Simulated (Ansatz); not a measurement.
ZrC:

```
Zr C
1.0
     0.00000    2.36500    2.36500
     2.36500    0.00000    2.36500
     2.36500    2.36500    0.00000
Zr C
1 1
Direct
  0.50000 0.50000 0.50000
  0.00000 0.00000 0.00000
```

* Program: Ansatz 0.2.0
* Task: relaxation of cell and atoms
* Functional: BLYP
* Potentials or basis: all-electron LAPW, scalar-relativistic
* Basis error allowed: 0.001 eV/atom
* k mesh: 10 × 10 × 10
* Occupations: fermi-dirac, width 0.05 eV
* Spin: no spin polarisation

At the start: volume 13.23 Å³/atom.

How do energy, volume and symmetry change on relaxing?

Over 5 steps the energy falls by 3.4 meV/atom and the volume is 13.49 Å³/atom (+2.0 %); space group Fm-3m (No. 225, to 0.05 Å).

The path:
| step | energy change (eV) | largest force (eV/Å) | volume (Å³) |
| --- | --- | --- | --- |
| 1 | 0.0000 | 0.0000 | 26.46 |
| 2 | -0.0014 | 0.0000 | 27.47 |
| 3 | -0.0069 | 0.0000 | 27.00 |
| 4 | -0.0069 | 0.0000 | 26.98 |
| 5 | -0.0069 | 0.0000 | 26.98 |

Final structure:
```
CELL_PARAMETERS angstrom
0.00000 2.38061 2.38061
2.38061 0.00000 2.38061
2.38061 2.38061 0.00000
ATOMIC_POSITIONS crystal
Zr 0.50000 0.50000 0.50000
C 0.00000 0.00000 0.00000
```
